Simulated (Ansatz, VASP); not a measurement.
## Two plane-wave programs on Ga2N

INCAR

```
PREC = Accurate
ENCUT = 600
EDIFF = 1E-6
ISMEAR = 0
SIGMA = 0.1
LREAL = False
LASPH = True
NELM = 60
ALGO = Normal
ISIF = 3
LWAVE = False
LCHARG = False
GGA = PE
IBRION = 2
NSW = 90
EDIFFG = -0.04
```

Contents of KPOINTS:

```
Automatic mesh
0
Gamma
  6 6 6
```

POSCAR

```
Ga2N
1.0
    0.0000000000      2.8862665500      2.8862665500
    2.8862665500      0.0000000000      2.8862665500
    2.8862665500      2.8862665500      0.0000000000
Ga N
2 1
Direct
    0.5000000000      0.5000000000      0.5000000000
    0.7500000000      0.7500000000      0.7500000000
    0.0000000000      0.0000000000      0.0000000000
```

Input for Ansatz:

```yaml
crystal:
  lattice:
    - [0.0, 2.88626655, 2.88626655]
    - [2.88626655, 0.0, 2.88626655]
    - [2.88626655, 2.88626655, 0.0]
  atoms:
    - { symbol: Ga, position: [0.5, 0.5, 0.5] }
    - { symbol: Ga, position: [0.75, 0.75, 0.75] }
    - { symbol: "N", position: [0.0, 0.0, 0.0] }
basis:
  ecutwfc: 420
kpoints:
  mp_grid: { grid: [6, 6, 6] }
hamiltonian:
  xc: pbe
scf:
  occupations: { method: gaussian, width: 0.1 }
  lower_state_search: "off"
output:
  forces: true
  stress: true
  eigenvalues: true
relax:
  adjacent_minimum: "off"
  f_tol: 0.04
  max_steps: 70
  cell: { stress_tol: 0.4 }
```

Alike in both runs: task relaxation of cell and atoms; functional PBE; k mesh 6 × 6 × 6; occupations gaussian, width 0.1 eV; no spin polarisation.

|  | VASP | Ansatz |
| --- | --- | --- |
| version | VASP 6.6.1 | Ansatz 0.2.0 |
| potentials or method | VASP PAW PBE potentials, release 64 (Ga_d, N) | scalar-relativistic, plane waves, PAW |
| plane-wave cutoff (eV) | 600 | 420 |
| valence electrons in the cell | 31 | 31 |

Ansatz gave:

- gap on the k mesh at the Fermi level, each at its own relaxed structure (eV): none
- relaxed volume (Å³/atom): 15.91
- relaxed cell length with the largest relative difference (Å): 4.072

Q: Estimate VASP's values.

A: gap on the k mesh at the Fermi level, each at its own relaxed structure (eV): none; relaxed volume (Å³/atom): 15.90; relaxed cell length with the largest relative difference (Å): 4.071.

A gap of «none» marks a metal or a gap that the smearing closes.
